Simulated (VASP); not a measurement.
Here is a VASP 6.6.1 calculation.

The input INCAR:

```
SYSTEM = Se
PREC = Accurate
ENCUT = 600
EDIFF = 1E-6
ISMEAR = 0
SIGMA = 0.03
LREAL = .False.
LASPH = .True.
NELM = 80
ALGO = Normal
ISIF = 3
LWAVE = .False.
LCHARG = .False.
GGA = PS
IBRION = 2
NSW = 90
EDIFFG = -0.01
PSTRESS = 940.0
```

The input KPOINTS:

```
Automatic mesh
0
Gamma
  15 15 13
  0 0 0
```

POSCAR

```
Se
1.0
    1.9250000000      1.1113992682      0.8816666667
   -1.9250000000      1.1113992682      0.8816666667
    0.0000000000     -2.2227985364      0.8816666667
Se
1
Direct
    0.0000000000      0.0000000000      0.0000000000
```

Potentials or basis: VASP PAW PBE potentials, release 64 (Se).

Run with:

```bash
$ cat potpaw_PBE.64/Se/POTCAR > POTCAR
$ mpirun -np 1 vasp_std > vasp.out
```

(1) What does it give for the space group after relaxing (to 0.05 Å)?

(2) What does it give for the relaxed volume?

Answers

(1) R-3m (No. 166).

(2) 12.81 Å³/atom.

Caveat: the cell is relaxed towards a set pressure, so the enthalpy falls and the energy may rise; the PAW data sets were made with another functional, which shifts forces and pressure a little.
